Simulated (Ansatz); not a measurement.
# CaF2 (Fluorite): how the settings move a single-point run

How sensitive is a single-point run of CaF2 (Fluorite) to its settings? A reference run comes first, then six runs with altered input.

Program: Ansatz 0.2.0. Level of theory: reference: DFT, r2SCAN, plane waves, PAW. These are calculated values, not measurements.

2 further runs of the same task are left out: 2 that didn't finish.

## 1. Starting point

The structure is cubic, space group Fm-3m (No. 225). The conventional cell has a = 5.439 Å, b = 5.439 Å, c = 5.439 Å, α = 90.00°, β = 90.00°, γ = 90.00°. Ca (site symmetry m-3m) has 8 F at 2.36 Å as nearest neighbours. F (site symmetry -43m) has 4 Ca at 2.36 Å as nearest neighbours.

Structure file:

```cif
data_structure
_symmetry_space_group_name_H-M 'Fm-3m'
_symmetry_Int_Tables_number 225
_cell_length_a 5.4392
_cell_length_b 5.4392
_cell_length_c 5.4392
_cell_angle_alpha 90.000
_cell_angle_beta 90.000
_cell_angle_gamma 90.000
_cell_volume 160.92
loop_
_atom_site_label
_atom_site_type_symbol
_atom_site_symmetry_multiplicity
_atom_site_Wyckoff_symbol
_atom_site_fract_x
_atom_site_fract_y
_atom_site_fract_z
_atom_site_occupancy
Ca1 Ca 4 a 0.00000 0.00000 0.00000 1
F1 F 8 c 0.25000 0.75000 0.75000 1
```

## 2. Reference

Contents of input.yaml:

```yaml
crystal:
  lattice:
    - [0.0, 2.719592886, 2.719592886]
    - [2.719592886, 0.0, 2.719592886]
    - [2.719592886, 2.719592886, 0.0]
  atoms:
    - { symbol: Ca, position: [0.0, 0.0, 0.0] }
    - { symbol: F, position: [0.25, 0.25, 0.25] }
    - { symbol: F, position: [0.75, 0.75, 0.75] }
kpoints:
  mp_grid: { grid: [6, 6, 6] }
hamiltonian:
  xc: r2scan
scf:
  occupations: { method: fixed }
  n_extra_bands: 4
output:
  forces: true
  stress: true
  eigenvalues: true
```

On the command line:

```bash
$ ansatz run input.yaml --threads 4 --pin off --max-ram 3686MiB --backend cpu --events-out ev --progress --plain --runs-dir out
```

## 3. Variant: occupations.method gaussian, occupations.width 0.05

input.yaml, as its differences from that of step 2:

```diff
@@ -14,3 +14,3 @@
 scf:
-  occupations: { method: fixed }
+  occupations: { method: gaussian, width: 0.05 }
   n_extra_bands: 4
```

## 4. Changed: occupations.method cold, occupations.width 0.001

input.yaml, as its differences from that of step 2:

```diff
@@ -14,3 +14,3 @@
 scf:
-  occupations: { method: fixed }
+  occupations: { method: cold, width: 0.001 }
   n_extra_bands: 4
```

## 5. Changing settings: xc mr2scan

input.yaml, as its differences from that of step 2:

```diff
@@ -12,3 +12,3 @@
 hamiltonian:
-  xc: r2scan
+  xc: mr2scan
 scf:
```

## 6. Changed: mp_grid.grid [4, 4, 4]

input.yaml, as its differences from that of step 2:

```diff
@@ -10,3 +10,3 @@
 kpoints:
-  mp_grid: { grid: [6, 6, 6] }
+  mp_grid: { grid: [4, 4, 4] }
 hamiltonian:
```

## 7. Changed: dispersion d3bj

input.yaml, as its differences from that of step 2:

```diff
@@ -13,2 +13,3 @@
   xc: r2scan
+  dispersion: d3bj
 scf:
```

## 8. Variant: ecutwfc 250

input.yaml, as its differences from that of step 2:

```diff
@@ -20 +20,3 @@
   eigenvalues: true
+basis:
+  ecutwfc: 250
```

Q: Predict the outcome of this session. Wanted: for each run, ending; energy change; pressure; gap; force.

The runs gave:

```tsv
run	ending	energy change	pressure (GPa)	gap (eV)	force (eV/Å)	cycles	time
reference	converged	0	0.0	8.03	0.00	6	1.3 s
1: occupations.method gaussian, occupations.width 0.05	converged	0.0 meV/atom (σ→0)	0.0	8.03	0.00	6	1.3 s
2: occupations.method cold, occupations.width 0.001	converged	0.0 meV/atom (σ→0)	0.0	8.03	0.00	6	1.3 s
3: xc mr2scan	converged	not comparable	0.0	8.03	0.00	6	1.3 s
4: mp_grid.grid [4, 4, 4]	converged	0.0 meV/atom	0.0	8.03	0.00	6	1.1 s
5: dispersion d3bj	converged	-75.4 meV/atom (offset of the dispersion model)	-0.9	8.03	0.00	6	1.3 s
6: ecutwfc 250	converged	+1.89 eV/atom	1.9	8.14	0.00	7	0.89 s
```

Residual by cycle in the longest SCF loop of each run; runs are numbered as in the table. The quantity is the density residual dr2, in eV.

```tsv
cycle	reference	run 1	run 2	run 3	run 4	run 5	run 6
1	0.0399	0.0399	0.0399	0.0399	0.0407	0.0399	0.562
2	0.00499	0.00499	0.00495	0.00499	0.0053	0.00499	0.109
3	5.0e-4	5.0e-4	5.0e-4	5.0e-4	5.0e-4	5.0e-4	0.013
4	1.8e-5	1.8e-5	1.8e-5	1.8e-5	1.7e-5	1.8e-5	1.8e-4
5	1.5e-7	1.5e-7	1.5e-7	1.5e-7	1.4e-7	1.5e-7	5.2e-6
6	5.1e-10	4.8e-10	5.2e-10	5.1e-10	5.7e-10	5.1e-10	3.9e-8
7	-	-	-	-	-	-	1.4e-10
```

What this shows: Run 6 ran under the cutoff that the potentials recommend, as the log warns, so basis error is mixed into its values, and swamps them where the cutoff is far short.
